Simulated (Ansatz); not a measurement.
Name crystals whose computed values (PBE in the plane-wave PAW code Ansatz) fall in these windows: ε0 6.2 to 8.2; G_Hill (GPa) 10 to 13.



```
crystal            ε0  G_Hill (GPa)
---------------  ----  ------------
NaBr, rock salt  7.24          11.3
```
Others may fit too.

The cell was relaxed under the symmetry of its start. Scalar-relativistic: spin–orbit coupling is off unless named, which matters more the heavier the elements.

Potentials: the later of the program's two PAW sets.
